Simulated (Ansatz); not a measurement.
# CdSe: energy along a strain

CdSe, P6_3mc, a = 4.298 Å, c = 7.015 Å (as given, not relaxed at this level: 1.5 GPa, forces to 0.02 eV/Å). Ansatz: r2SCAN, PAW, 500 eV, Γ-centred 6×6×4 mesh on 4 atoms, Gaussian smearing 0.05 eV; no spin polarisation. Cell vectors (Å): 4.298 0.000 0.000; -2.149 3.723 0.000; 0.000 0.000 7.015. The cell is strained by x per cent times the pattern (0 0 0 0 0 1) in the order xx yy zz yz xz xy (engineering shears), with fractional coordinates held. y is the free energy over the start, V0 = 28.064 Å³/atom. Symmetry makes y even in x.

| x (%) | y (meV/atom) |
| --- | --- |
| -4.00 | ? |
| -2.00 | 1.29 |
| 0.00 | 0.00 |
| 0.50 | 0.08 |
| 1.00 | 0.32 |
| 1.50 | 0.73 |
| 2.50 | 2.02 |
| 3.00 | 2.91 |
| 3.50 | 3.96 |

**Question.** Fit y = c2 x² + c4 x⁴ to the other rows, get the stiffness along the pattern, and predict the missing energy.

**Answer.** Least squares on the rows shown. y = 0.3230 x² + 2.628×10⁻⁵ x⁴. The clamped-ion stiffness p·C·p = 2 × 3.230 eV × 160.2 / 28.064 Å³ = 37 GPa, which is C66 in these axes (second derivative at the start, which stands under stress). At x = -4.00 the fit asked for gives 5.17 meV/atom. The run gave 5.18 meV/atom, so the fit is 0.01 meV/atom too low, a small miss on the scale of the series.